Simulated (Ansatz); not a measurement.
# Mo: the cost of one run

Method: DFT PBE, scalar-relativistic, plane waves, PAW, in Ansatz 0.2.0.

## 1. The system as given

Symmetry: R-3m, No. 166, trigonal system. Conventional cell: a = 3.544 Å, b = 3.544 Å, c = 9.256 Å, α = 90.00°, β = 90.00°, γ = 120.00°. Mo (site symmetry 3m) has 3 Mo at 2.39 Å as nearest neighbours.

Structure file:

```cif
data_structure
_symmetry_space_group_name_H-M 'P 1'
_symmetry_Int_Tables_number 1
_cell_length_a 3.7023
_cell_length_b 3.7023
_cell_length_c 3.7023
_cell_angle_alpha 57.200
_cell_angle_beta 57.200
_cell_angle_gamma 57.200
_cell_volume 33.57
loop_
_atom_site_label
_atom_site_type_symbol
_atom_site_fract_x
_atom_site_fract_y
_atom_site_fract_z
_atom_site_occupancy
Mo1 Mo 0.23364 0.23364 0.23364 1
Mo2 Mo 0.76636 0.76636 0.76636 1
```

This is candidate A: Sb type (R-3m, No. 166).

(A quick probe on a coarse mesh, which set the mesh and smearing, is not shown.)

## 3. Rough relaxation on the coarse mesh (candidate A)

Input file input.yaml:

```yaml
crystal:
  lattice:
    - [1.7722412504, 1.023203963, 3.085311177]
    - [-1.7722412504, 1.023203963, 3.085311177]
    - [0.0, -2.0464079259, 3.085311177]
  atoms:
    - { symbol: Mo, position: [0.23364, 0.23364, 0.23364] }
    - { symbol: Mo, position: [0.76636, 0.76636, 0.76636] }
basis:
  ecutwfc: 420
kpoints:
  mp_grid: { grid: [6, 6, 6] }
hamiltonian:
  xc: pbe
scf:
  occupations: { method: gaussian, width: 0.1 }
  lower_state_search: "off"
output:
  forces: true
  stress: true
  eigenvalues: true
relax:
  adjacent_minimum: "off"
  f_tol: 0.04
  max_steps: 70
  cell: { stress_tol: 0.4 }
```

Q: Estimate wall time and peak memory on 1 thread of an Arm CPU, shared host.

About 14 s, with a peak of 0.31 GiB.
